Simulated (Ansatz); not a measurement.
The system is PbF2 (Fluorocronite).

```
Pb F
1.0
     0.00000    2.96366    2.96366
     2.96366    0.00000    2.96366
     2.96366    2.96366    0.00000
Pb F
1 2
Direct
  0.00000 0.00000 0.00000
  0.75000 0.75000 0.75000
  0.25000 0.25000 0.25000
```

Base run:

- Program: Ansatz 0.2.0
- Functional: PBEsol
- Potentials or basis: Ansatz PAW
- Cutoff: 420 eV
- Density cutoff: 1680 eV
- k mesh: 6 × 6 × 6
- Occupations: fermi-dirac, width 0.05 eV
- Spin: spin-orbit coupling, no magnetisation

Its results: band gap on the k mesh 3.96 eV, indirect (least direct gap 4.08 eV); pressure -1.2 GPa.

Problem. After a change of settings the same cell gave: band gap on the k mesh 4.56 eV, indirect (least direct gap 4.66 eV); pressure -0.4 GPa. Which change was it?
A. k mesh from 6 × 6 × 6 to 8 × 8 × 8
B. functional from PBEsol to LDA
C. functional from PBEsol to PBE
D. functional from PBEsol to r2SCAN; cutoff from 420 eV to 500 eV; density cutoff from 1680 eV to 2000 eV

Solution. D.

r2SCAN gives the wider gap, since meta-GGAs in the generalised Kohn-Sham scheme recover part of the derivative discontinuity.

Caveats: the PAW data sets come from PBE, with cores solved anew for the run's functional, which leaves a small shift of forces and pressure.

Not every run made on this cell is shown here.
